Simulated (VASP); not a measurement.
Write the native input for VASP 6.6.1 that does the following.

- Task: single point
- Functional: r2SCAN
- Potentials or basis: VASP PAW PBE potentials, release 64 (Al, Cu)
- Cutoff: 520 eV
- k mesh: 14 × 14 × 14
- Occupations: gaussian, width 0.1 eV
- Spin: no spin polarisation
- Further INCAR settings: ALGO = Normal; EDIFF = 1e-06; NBANDS = 16

The structure of Al2Cu lies in POSCAR:

```
Al2Cu
1.0
   -2.0266700000      2.0266700000      2.8653200000
    2.0266700000     -2.0266700000      2.8653200000
    2.0266700000      2.0266700000     -2.8653200000
Al Cu
2 1
Direct
    0.7500000000      0.2500000000      0.5000000000
    0.2500000000      0.7500000000      0.5000000000
    0.5000000000      0.5000000000      0.0000000000
```

The cell comes from a database or a generator and needn't be the stable form of this composition.

These files were run (other wordings do the same):

INCAR

```
SYSTEM = Al2Cu
PREC     = Accurate       ! precision mode
ENCUT    = 520            ! plane-wave cutoff, eV
EDIFF    = 1E-6           ! SCF threshold, eV
ISMEAR   = 0              ! smearing method
SIGMA    = 0.1            ! smearing width, eV
LREAL    = .False.        ! projectors in reciprocal space
LASPH    = .True.         ! aspherical terms in the spheres
NELM     = 60             ! most SCF steps
ALGO     = Normal         ! electronic algorithm
ISIF     = 2              ! what is computed and relaxed
LWAVE    = .False.        ! write WAVECAR
LCHARG   = .False.        ! write CHGCAR
METAGGA  = R2SCAN         ! meta-GGA
LMIXTAU  = .True.       
NBANDS   = 16             ! bands
```

KPOINTS

```
regular mesh
0
Gamma
  14 14 14
  0 0 0
```

Potentials or basis: VASP PAW PBE potentials, release 64 (Al, Cu).

Run with:

```console
$ cat potpaw_PBE.64/Al/POTCAR potpaw_PBE.64/Cu/POTCAR > POTCAR
$ mpirun -np 1 vasp_std > vasp.out
```

Results of the run:

* Pressure: 0.0 GPa
* Band gap on the k mesh: none (metal or under the smearing width)

Caveat: the PAW data sets were made with another functional, which shifts forces and pressure a little.

It took 5.7 min on 1 thread of Intel(R) Xeon(R) 6975P-C (Granite Rapids) (shared host), peak memory 0.3 GiB.
